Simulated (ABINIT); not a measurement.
Runs of ABINIT 10.8.3 (patched build) on GaAs. Symmetry: F-43m, No. 216, cubic system. Conventional cell: a = 5.654 Å, b = 5.654 Å, c = 5.654 Å, α = 90.00°, β = 90.00°, γ = 90.00°. As (site symmetry -43m) has 4 Ga at 2.45 Å as nearest neighbours. Around Ga (site symmetry -43m) lie 4 As at 2.45 Å. 

| task | level | potentials or basis | k mesh | cutoff (eV) | fine-grid cutoff | gap on the mesh (eV) | pressure (GPa) | V0 of scaled cells (Å³/atom) | B0 (GPa) |
| --- | --- | --- | --- | --- | --- | --- | --- | --- | --- |
| band structure | SOGGA | JTH PAW PBE v2.0 sp | 8 × 8 × 8 | 463 | 925.187 eV | 0.50 | -0.4 | - | - |
| equation of state | PBE+D2 | JTH PAW PBE v2.0 | 8 × 8 × 8 | 463 | 925.187 eV | - | - | 22.30 | 70 |
| band structure | PBEsol | JTH PAW PBE v2.0 sp | 8 × 8 × 8 | 463 | 925.187 eV | 0.46 | 0.3 | - | - |
| equation of state | LDA-Teter | JTH PAW LDA v2.0 sp | 8 × 8 × 8 | 463 | 925.187 eV | - | - | 22.05 | 74 |
| single point | r2SCAN | JTH PAW PBE v2.0 | 10 × 10 × 10 | 544 | 1088.46 eV | (b) | 0.5 | - | - |
| band structure | revPBE | JTH PAW PBE v2.0 sp | 8 × 8 × 8 | 463 | 925.187 eV | 0.62 | 4.8 | - | - |
| single point | PBE | JTH PAW PBE v2.0 | 5 × 5 × 5 | 463 | 925.187 eV | 0.50 | 3.3 | - | - |
| equation of state | LDA | JTH PAW LDA v2.0 | 8 × 8 × 8 | 327 | 653.073 eV | - | - | (a) | 72 |

Alike in all rows: no spin polarisation; cell as given; smearing fermi-dirac 0.05 eV.

Question: Fill in the values left out.

Answer: (a) 21.99; (b) 1.01.

Caveats: the PAW data sets were made with another functional, which shifts forces and pressure a little (some runs); this set keeps more shells in the core, which shifts pressures and gaps (some runs); pressures at fixed basis lie under the slope of the energies (some runs).

A k mesh can miss the band edges, and the runs leave out spin-orbit coupling on As, Ga.

The runs don't all hold the same shells in valence.
